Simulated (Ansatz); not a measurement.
# Straining CoSi₂

Level of theory: Ansatz 0.2.0, DFT PBEsol, scalar-relativistic, plane waves, PAW. Run with 420 eV cutoff, 10×10×8 k-mesh, Gaussian smearing of 0.10 eV, no spin polarisation.

Starting point, cell and atoms relaxed:

```yaml
crystal:
  lattice:
    - [2.65625, 2.65625, 0.00000]
    - [-2.65625, 2.65625, 0.00000]
    - [0.00000, 0.00000, 5.31251]
  atoms:
    - { symbol: Co, position: [0.00000, 0.00000, 0.00000] }
    - { symbol: Co, position: [0.50000, 0.50000, 0.50000] }
    - { symbol: Si, position: [0.00000, 0.50000, 0.75000] }
    - { symbol: Si, position: [0.50000, 0.00000, 0.75000] }
    - { symbol: Si, position: [0.50000, 0.00000, 0.25000] }
    - { symbol: Si, position: [0.00000, 0.50000, 0.25000] }
```

Deformation: uniaxial strain along a, with the lengths of b and c and the atoms relaxed and the angles held, all within the symmetry that the strain leaves. Energies are extrapolated to zero smearing. On this cell's mesh the reference holds a stress of up to 0.16 GPa.

```csv
strain (%),ΔE (meV/atom),a (Å),b (Å),c (Å)
-4.5,14.6,3.587,3.777,5.468
-3.0,6.8,3.644,3.767,5.411
-1.5,1.5,3.700,3.760,5.361
+0.0,0.0,3.757,3.757,5.313
+1.5,2.1,3.813,3.747,5.278
+3.0,8.2,3.869,3.746,5.239
+4.5,18.4,3.926,3.745,5.204
```

Task: What stiffness (1/V) d²E/dε² at zero strain does a cubic fit over all points give?

Result: A cubic fit gives (1/V) d²E/dε² = 209 GPa at zero strain (Young's modulus along this axis, angles held).

Task: How does the free axis b answer a small strain?

Result: Between the innermost points its strain is -0.11 times the applied one.